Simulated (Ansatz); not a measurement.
## Computed properties of HfSiO₄ (anatase sites, I-4m2)

All numbers come from Ansatz 0.2.0. These are computed values for a non-magnetic cell that may be hypothetical; none is a measurement.

The cell is a 6-atom cell of HfSiO₄ built on the anatase structure (relaxed group I-4m2); cell and atoms were relaxed with r2SCAN. It is tetragonal, I-4m2 (No. 119); a = 3.718 Å, c = 9.761 Å in the conventional setting, 11.24 Å³ an atom. Si is surrounded by 6 O at 1.73–1.88 Å; Hf is surrounded by 6 O at 1.99–2.16 Å; O is surrounded by 2 Si at 1.88 Å and 1 Hf at 2.16 Å; O is surrounded by 1 Si at 1.73 Å and 2 Hf at 1.99 Å.

```
Si Hf O
1.0
    -1.85878    1.85878    4.88043
     1.85878   -1.85878    4.88043
     1.85878    1.85878   -4.88043
Si Hf O
1 1 4
Cartesian
  0.0000 0.0000 0.0000
  0.0000 1.8588 2.4402
  0.0000 1.8588 4.6044
  0.0000 0.0000 1.7349
  0.0000 1.8588 0.2761
  0.0000 0.0000 8.0260
```

Relaxed lattice by functional, symmetry kept:

| functional | k mesh | a (Å) | c (Å) | volume (Å³/atom) |
| --- | --- | --- | --- | --- |
| PBE | 10×10×10 | 3.752 | 9.861 | 11.57 |
| r2SCAN | 8×8×8 | 3.718 | 9.761 | 11.24 |
| PBEsol | 8×8×8 | 3.714 | 9.802 | 11.27 |

Band edges at fixed r2SCAN geometry:

| level | k mesh | gap (eV) | kind | edges | least direct gap (eV) | rough cost |
| --- | --- | --- | --- | --- | --- | --- |
| PBE | 10×10×10 | 3.99 | indirect | X → P | 4.00 | 40 core-seconds |
| PBE+SOC | 10×10×10 | 3.93 | indirect | X → P | 3.94 | 3 core-minutes |
| r2SCAN | 10×10×10 | 4.42 | indirect | X → P | 4.43 | 70 core-seconds |
| HSE06 | 6×6×6 | 5.56 | indirect | X → P | 5.56 | 9 core-minutes |
| PBE0 | 6×6×6 | 6.33 | indirect | X → P | 6.33 | 9 core-minutes |

PBE: smearing of 0.02 eV; the others have fixed occupations.
Wave cutoffs: 420 eV, 500 eV (r2SCAN).
Costs come from shared machines and give only the order; PBE's includes the band path. The runs had 4 threads of Arm Neoverse V1, with other jobs on the host.

HSE06 gives an indirect gap of 5.559 eV, from X to P; the least direct gap is 5.562 eV at P. Least and direct gap differ so little that the kind isn't settled. Spin-orbit coupling changes the PBE gap by -0.06 eV, to 3.93 eV.

r2SCAN covers 28 % of the step from PBE to HSE06, while HSE06 needs about 8 times r2SCAN's cost (on a coarser mesh). For gaps to 0.1 eV, spin-orbit coupling (up to 0.06 eV here) is at the margin. Direct and least gap lie within 0.04 eV at some levels, so the kind of gap isn't settled.

r2SCAN (ground state on 8×8×8): The clamped-ion dielectric constant comes out as 3.60 along x and y, 3.75 along z. Born charges, averaged over directions: Si +4.06, Hf +4.71, O -2.24 to -2.15 e.

Only the levels marked +SOC include spin-orbit coupling.
